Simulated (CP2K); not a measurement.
Crystal: GaSb.

```
CELL_PARAMETERS angstrom
4.32608 0.00000 0.00000
2.16304 3.74649 0.00000
2.16304 1.24883 3.53223
ATOMIC_POSITIONS crystal
Sb 0.75000 0.75000 0.75000
Ga 0.00000 0.00000 0.00000
```

Base run:

```yaml
Program: CP2K 2026.2
Functional: RPBE
Potentials_or_basis: POTENTIAL_UZH Sb GTH-PBE-q5, Ga GTH-PBE-q13; TZVP-MOLOPT-PBE-GTH basis
Density_cutoff: 9184 eV
k_mesh: 8 × 8 × 8
Occupations: fermi-dirac, width 0.05 eV
Spin: no spin polarisation
```

Its results: band gap on the k mesh 0.16 eV, direct; pressure 4.0 GPa.

After a change of settings the same cell gave: band gap on the k mesh 0.39 eV, direct; pressure 3.2 GPa. Which change was it?
A. functional from RPBE to PBE
B. functional from RPBE to PBEsol
C. functional from RPBE to M06-L
D. functional from RPBE to LDA

C.

Caveats: the potentials were made for another functional, which shifts forces and pressure; spin-orbit coupling is left out, which moves the levels of the heavy elements; the basis of atomic orbitals isn't converged, which shifts pressures, moduli and gaps.
